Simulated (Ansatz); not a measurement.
## Stationary points along a deformation path in Na

Method: DFT PBE, scalar-relativistic, plane waves, PAW (Ansatz 0.2.0). Cutoff 420 eV, Γ-centred 18×18×18 k-points, Gaussian smearing of 0.15 eV. No spin polarisation. Energies are free energies at this smearing, counted from the undisturbed cell; pressure is positive in compression.

The starting cell (as given, not relaxed at this level; it stands at -0.2 GPa):

```
CELL_PARAMETERS angstrom
-2.11750 2.11750 2.11750
2.11750 -2.11750 2.11750
2.11750 2.11750 -2.11750
ATOMIC_POSITIONS crystal
Na 0.00000 0.00000 0.00000
```

At fixed volume and fractional coordinates, lengths along (0.577, 0.577, 0.577) are scaled against those across it; ρ is that ratio over its starting value. V = 37.978 Å³/atom. Δσ is the stress along the axis less the mean stress across it (compression positive).

| ρ | ΔE (meV/atom) | Δσ (GPa) | space group |
| --- | --- | --- | --- |
| 0.500 | 804.9 | 17.95 | R-3m |
| 0.600 | 386.2 | 11.27 | R-3m |
| 0.710 | 152.7 | 6.43 | R-3m |
| 0.850 | 29.5 | 2.49 | R-3m |
| 0.930 | 5.6 | 0.98 | R-3m |
| 1.000 | 0.0 | 0.00 | Im-3m |
| 1.080 | 5.5 | -0.81 | R-3m |
| 1.200 | 24.6 | -1.46 | R-3m |
| 1.410 | 65.6 | -1.62 | R-3m |
| 1.700 | 106.0 | -1.00 | R-3m |
| 2.000 | 118.9 | 0.00 | Pm-3m |

Question: How does the stress give the slope of the energy, and where is the energy stationary?

Answer: Along the path d ln(length) is 2/3 d ln ρ on the axis and −1/3 d ln ρ across it, so dE/d ln ρ = −(2/3) V Δσ: the energy falls with ρ where Δσ is positive. Δσ vanishes or changes sign at ρ = 1.000 (Im-3m), a minimum at 0.0 meV/atom; at ρ = 2.000 (Pm-3m, an end of the scan), at 118.9 meV/atom. Pairs of stationary points between two samples would go unseen, and could change a minimum read from distant neighbours into a maximum. At ρ = 1.000, 2.000 the cell is cubic, where symmetry alone makes the stress isotropic and the slope zero.

Question: Which shear constant sets the curvature at ρ = 1?

Answer: For a cubic crystal E/V = (2/3) C (ln ρ)² with C = C44, so Δσ = −2C ln ρ. The parabola of Δσ against ln ρ through ρ = 0.930, 1 and 1.080 gives C ≈ 6.0 GPa with the ions clamped, rough because the steps are large.

In a metal these slopes depend on the k mesh and the smearing.